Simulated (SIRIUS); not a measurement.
# Pd (Fm-3m) in SIRIUS: convergence with k mesh, part 2 of 2

SIRIUS 7.12.0.

### 5 With k mesh 7 × 7 × 7

Input file sirius.json:

```json
{
  "control": {
    "processing_unit": "cpu",
    "std_evp_solver_name": "lapack",
    "gen_evp_solver_name": "lapack",
    "verbosity": 2,
    "print_forces": true,
    "ortho_rf": true,
    "use_second_variation": true,
    "rmt_max": 3.0,
    "num_bands_to_print": 17,
    "save_wf": true
  },
  "parameters": {
    "electronic_structure_method": "full_potential_lapwlo",
    "xc_functionals": ["XC_GGA_X_PBE", "XC_GGA_C_PBE"],
    "core_relativity": "dirac",
    "valence_relativity": "iora",
    "num_fv_states": 17,
    "smearing": "fermi_dirac",
    "smearing_width": 0.0018374661,
    "pw_cutoff": 20,
    "gk_cutoff": 3.46,
    "lmax_apw": 10,
    "lmax_rho": 8,
    "lmax_pot": 8,
    "num_mag_dims": 0,
    "auto_rmt": 0,
    "ngridk": [7, 7, 7],
    "shiftk": [0, 0, 0],
    "num_dft_iter": 80,
    "energy_tol": 1e-07,
    "density_tol": 1e-05,
    "use_symmetry": true
  },
  "settings": {"tol_ne": 1e-10},
  "iterative_solver": {"type": "exact"},
  "mixer": {"type": "anderson", "beta": 0.5, "max_history": 8},
  "unit_cell": {
    "lattice_vectors": [[0.0, 3.6783519016, 3.6783519016], [3.6783519016, 0.0, 3.6783519016], [3.6783519016, 3.6783519016, 0.0]],
    "atom_types": ["Pd"],
    "atom_files": {"Pd": "Pd.json"},
    "atoms": {"Pd": [[0.0, 0.0, 0.0]]}
  }
}
```

Input file Pd.json:

```json
{
  "name": "palladium",
  "symbol": "Pd",
  "number": 46,
  "mass": 106.42,
  "rmin": 1e-06,
  "rmt": 2.54,
  "nrmt": 800,
  "rinf": 14.72,
  "core": "1s2s2p3s3p3d",
  "valence": [
    {"basis": [{"enu": 0.05, "dme": 0, "n": 0, "auto": 0}, {"enu": 0.05, "dme": 1, "n": 0, "auto": 0}]},
    {"l": 0, "n": 1, "basis": [{"enu": 0.15, "dme": 0, "n": 0, "auto": 0}]},
    {"l": 1, "n": 2, "basis": [{"enu": 0.15, "dme": 0, "n": 0, "auto": 0}]},
    {"l": 2, "n": 3, "basis": [{"enu": 0.15, "dme": 0, "n": 0, "auto": 0}]},
    {"l": 3, "n": 4, "basis": [{"enu": 0.15, "dme": 0, "n": 0, "auto": 0}]}
  ],
  "lo": [
    {"l": 0, "basis": [{"enu": 0.15, "dme": 0, "n": 0, "auto": 0}, {"enu": 0.15, "dme": 1, "n": 0, "auto": 0}]},
    {"l": 0, "basis": [{"enu": -2.82, "dme": 0, "n": 4, "auto": 1}, {"enu": -2.82, "dme": 1, "n": 4, "auto": 1}]},
    {"l": 0, "basis": [{"enu": -2.82, "dme": 1, "n": 4, "auto": 1}, {"enu": 0.15, "dme": 0, "n": 0, "auto": 0}]},
    {"l": 0, "basis": [{"enu": 0.15, "dme": 0, "n": 0, "auto": 0}, {"enu": 2.63, "dme": 0, "n": 0, "auto": 0}]},
    {"l": 1, "basis": [{"enu": 0.15, "dme": 0, "n": 0, "auto": 0}, {"enu": 0.15, "dme": 1, "n": 0, "auto": 0}]},
    {
      "l": 1,
      "basis": [{"enu": -1.5749, "dme": 0, "n": 4, "auto": 1}, {"enu": -1.5749, "dme": 1, "n": 4, "auto": 1}]
    },
    {
      "l": 1,
      "basis": [{"enu": -1.5749, "dme": 1, "n": 4, "auto": 1}, {"enu": 0.15, "dme": 0, "n": 0, "auto": 0}]
    },
    {"l": 1, "basis": [{"enu": 0.15, "dme": 0, "n": 0, "auto": 0}, {"enu": 3.002, "dme": 0, "n": 0, "auto": 0}]},
    {"l": 2, "basis": [{"enu": 0.15, "dme": 0, "n": 0, "auto": 0}, {"enu": 0.15, "dme": 1, "n": 0, "auto": 0}]},
    {"l": 2, "basis": [{"enu": 0.15, "dme": 1, "n": 0, "auto": 0}, {"enu": 0.15, "dme": 2, "n": 0, "auto": 0}]},
    {"l": 2, "basis": [{"enu": 0.15, "dme": 0, "n": 0, "auto": 0}, {"enu": 2.568, "dme": 0, "n": 0, "auto": 0}]},
    {"l": 3, "basis": [{"enu": 0.15, "dme": 0, "n": 0, "auto": 0}, {"enu": 0.15, "dme": 1, "n": 0, "auto": 0}]},
    {"l": 3, "basis": [{"enu": 0.15, "dme": 0, "n": 0, "auto": 0}, {"enu": 2.847, "dme": 0, "n": 0, "auto": 0}]}
  ],
  "free_atom": [... radial grid and density of the free atom, the start of the SCF ...]
}
```

Input file sirius_start.json:

```json
{
  "control": {
    "processing_unit": "cpu",
    "std_evp_solver_name": "lapack",
    "gen_evp_solver_name": "lapack",
    "verbosity": 1,
    "print_forces": false,
    "ortho_rf": true,
    "use_second_variation": true,
    "rmt_max": 3.0,
    "num_bands_to_print": 17,
    "save_wf": false
  },
  "parameters": {
    "electronic_structure_method": "full_potential_lapwlo",
    "xc_functionals": ["XC_LDA_X", "XC_LDA_C_PW"],
    "core_relativity": "dirac",
    "valence_relativity": "iora",
    "num_fv_states": 17,
    "smearing": "fermi_dirac",
    "smearing_width": 0.0055123983,
    "pw_cutoff": 20,
    "gk_cutoff": 2.77,
    "lmax_apw": 10,
    "lmax_rho": 8,
    "lmax_pot": 8,
    "num_mag_dims": 0,
    "auto_rmt": 0,
    "ngridk": [3, 3, 3],
    "shiftk": [0, 0, 0],
    "num_dft_iter": 30,
    "energy_tol": 0.01,
    "density_tol": 0.05,
    "use_symmetry": true
  },
  "settings": {"tol_ne": 1e-10},
  "iterative_solver": {"type": "exact"},
  "mixer": {"type": "anderson", "beta": 0.5, "max_history": 8},
  "unit_cell": {
    "lattice_vectors": [[0.0, 3.6783519016, 3.6783519016], [3.6783519016, 0.0, 3.6783519016], [3.6783519016, 3.6783519016, 0.0]],
    "atom_types": ["Pd"],
    "atom_files": {"Pd": "Pd.json"},
    "atoms": {"Pd": [[0.0, 0.0, 0.0]]}
  }
}
```

Launch:

```console
> OMP_NUM_THREADS=1 sirius.scf --input=sirius_start.json --output=start.json
> OMP_NUM_THREADS=1 sirius.scf --input=sirius.json --output=output.json --task=1
```

Run time: 15 s. Hardware: 1 thread of Intel Xeon 6975P-C (Granite Rapids), shared host; peak memory 0.26 GiB.

Results:

* Free energy: -137337.2237 eV
* Band gap on the k mesh: none (metal or under the smearing width)
* All electrons inside the program's atomic spheres: Pd 45.02 (radii Pd 2.54 bohr)

### 6 With k mesh 10 × 10 × 10

Changes to sirius.json since step 5:

```diff
@@ -28,3 +28,3 @@
     "auto_rmt": 0,
-    "ngridk": [7, 7, 7],
+    "ngridk": [10, 10, 10],
     "shiftk": [0, 0, 0],
```

Input file Pd.json:

```json
{
  "name": "palladium",
  "symbol": "Pd",
  "number": 46,
  "mass": 106.42,
  "rmin": 1e-06,
  "rmt": 2.54,
  "nrmt": 800,
  "rinf": 14.72,
  "core": "1s2s2p3s3p3d",
  "valence": [
    {"basis": [{"enu": 0.08, "dme": 0, "n": 0, "auto": 0}, {"enu": 0.08, "dme": 1, "n": 0, "auto": 0}]},
    {"l": 0, "n": 1, "basis": [{"enu": 0.18, "dme": 0, "n": 0, "auto": 0}]},
    {"l": 1, "n": 2, "basis": [{"enu": 0.18, "dme": 0, "n": 0, "auto": 0}]},
    {"l": 2, "n": 3, "basis": [{"enu": 0.18, "dme": 0, "n": 0, "auto": 0}]},
    {"l": 3, "n": 4, "basis": [{"enu": 0.18, "dme": 0, "n": 0, "auto": 0}]}
  ],
  "lo": [
    {"l": 0, "basis": [{"enu": 0.18, "dme": 0, "n": 0, "auto": 0}, {"enu": 0.18, "dme": 1, "n": 0, "auto": 0}]},
    {"l": 0, "basis": [{"enu": -2.79, "dme": 0, "n": 4, "auto": 1}, {"enu": -2.79, "dme": 1, "n": 4, "auto": 1}]},
    {"l": 0, "basis": [{"enu": -2.79, "dme": 1, "n": 4, "auto": 1}, {"enu": 0.18, "dme": 0, "n": 0, "auto": 0}]},
    {"l": 0, "basis": [{"enu": 0.18, "dme": 0, "n": 0, "auto": 0}, {"enu": 2.66, "dme": 0, "n": 0, "auto": 0}]},
    {"l": 1, "basis": [{"enu": 0.18, "dme": 0, "n": 0, "auto": 0}, {"enu": 0.18, "dme": 1, "n": 0, "auto": 0}]},
    {
      "l": 1,
      "basis": [{"enu": -1.5449, "dme": 0, "n": 4, "auto": 1}, {"enu": -1.5449, "dme": 1, "n": 4, "auto": 1}]
    },
    {
      "l": 1,
      "basis": [{"enu": -1.5449, "dme": 1, "n": 4, "auto": 1}, {"enu": 0.18, "dme": 0, "n": 0, "auto": 0}]
    },
    {"l": 1, "basis": [{"enu": 0.18, "dme": 0, "n": 0, "auto": 0}, {"enu": 3.032, "dme": 0, "n": 0, "auto": 0}]},
    {"l": 2, "basis": [{"enu": 0.18, "dme": 0, "n": 0, "auto": 0}, {"enu": 0.18, "dme": 1, "n": 0, "auto": 0}]},
    {"l": 2, "basis": [{"enu": 0.18, "dme": 1, "n": 0, "auto": 0}, {"enu": 0.18, "dme": 2, "n": 0, "auto": 0}]},
    {"l": 2, "basis": [{"enu": 0.18, "dme": 0, "n": 0, "auto": 0}, {"enu": 2.598, "dme": 0, "n": 0, "auto": 0}]},
    {"l": 3, "basis": [{"enu": 0.18, "dme": 0, "n": 0, "auto": 0}, {"enu": 0.18, "dme": 1, "n": 0, "auto": 0}]},
    {"l": 3, "basis": [{"enu": 0.18, "dme": 0, "n": 0, "auto": 0}, {"enu": 2.877, "dme": 0, "n": 0, "auto": 0}]}
  ],
  "free_atom": [... radial grid and density of the free atom, the start of the SCF ...]
}
```

Changes to sirius_start.json since step 5:

```diff
@@ -28,3 +28,3 @@
     "auto_rmt": 0,
-    "ngridk": [3, 3, 3],
+    "ngridk": [4, 4, 4],
     "shiftk": [0, 0, 0],
```

Potentials or basis: all-electron FP-LAPW, apw+lo standard.

Launch:

```console
> OMP_NUM_THREADS=1 sirius.scf --input=sirius_start.json --output=start.json
> OMP_NUM_THREADS=1 sirius.scf --input=sirius.json --output=output.json --task=1
```

Run time: 16 s. Hardware: 1 thread of Intel Xeon 6975P-C (Granite Rapids), shared host; peak memory 0.28 GiB.

What came out:

```yaml
Free_energy: -137337.2268 eV
Band_gap_on_the_k_mesh: none (metal or under the smearing width)
All_electrons_inside_the_program's_atomic_spheres: Pd 45.02 (radii Pd 2.54 bohr)
```

### 7 With k mesh 12 × 12 × 12

Changes to sirius.json since step 6:

```diff
@@ -28,3 +28,3 @@
     "auto_rmt": 0,
-    "ngridk": [10, 10, 10],
+    "ngridk": [12, 12, 12],
     "shiftk": [0, 0, 0],
```

Pd.json is that of step 6.

Changes to sirius_start.json since step 6:

```diff
@@ -28,3 +28,3 @@
     "auto_rmt": 0,
-    "ngridk": [4, 4, 4],
+    "ngridk": [5, 5, 5],
     "shiftk": [0, 0, 0],
```

Launch:

```console
> OMP_NUM_THREADS=1 sirius.scf --input=sirius_start.json --output=start.json
> OMP_NUM_THREADS=1 sirius.scf --input=sirius.json --output=output.json --task=1
```

Run time: 16 s. Hardware: 1 thread of Intel Xeon 6975P-C (Granite Rapids), shared host; peak memory 0.3 GiB.

It converged, with:

| Quantity | Value |
| --- | --- |
| Free energy | -137337.2195 eV |
| Band gap on the k mesh | none (metal or under the smearing width) |
| All electrons inside the program's atomic spheres | Pd 45.01 (radii Pd 2.54 bohr) |

### 8 With k mesh 15 × 15 × 15

Changes to sirius.json since step 7:

```diff
@@ -28,3 +28,3 @@
     "auto_rmt": 0,
-    "ngridk": [12, 12, 12],
+    "ngridk": [15, 15, 15],
     "shiftk": [0, 0, 0],
```

Pd.json is that of step 7.

Changes to sirius_start.json since step 7:

```diff
@@ -28,3 +28,3 @@
     "auto_rmt": 0,
-    "ngridk": [5, 5, 5],
+    "ngridk": [6, 6, 6],
     "shiftk": [0, 0, 0],
```

Launch:

```console
> OMP_NUM_THREADS=1 sirius.scf --input=sirius_start.json --output=start.json
> OMP_NUM_THREADS=1 sirius.scf --input=sirius.json --output=output.json --task=1
```

Run time: 20 s. Hardware: 1 thread of Intel Xeon 6975P-C (Granite Rapids), shared host; peak memory 0.34 GiB.

The run converged. Its results:

```yaml
Free_energy: -137337.2199 eV
Band_gap_on_the_k_mesh: none (metal or under the smearing width)
All_electrons_inside_the_program's_atomic_spheres: Pd 45.01 (radii Pd 2.54 bohr)
```

### 9 The series at a glance

| k mesh | energy less the tightest run, at zero smearing (meV/atom) | SCF cycles | CPU time (s) | peak memory (GiB) |
| --- | --- | --- | --- | --- |
| 2 × 2 × 2 | 3376.31 | 13 | 19 | 0.24 |
| 4 × 4 × 4 | -145.88 | 7 | 15 | 0.25 |
| 5 × 5 × 5 | 164.33 | 9 | 17 | 0.25 |
| 7 × 7 × 7 | -0.49 | 7 | 15 | 0.26 |
| 10 × 10 × 10 | -8.07 | 7 | 16 | 0.28 |
| 12 × 12 × 12 | 1.61 | 7 | 16 | 0.3 |
| 15 × 15 × 15 | 0.00 | 9 | 20 | 0.34 |

Not settled before the last step: the energy (to 1 meV/atom). Meshes of other sizes hit other points, so gaps and Fermi surfaces needn't settle smoothly. The tightest run that finished is the yardstick and may itself not be fully converged.
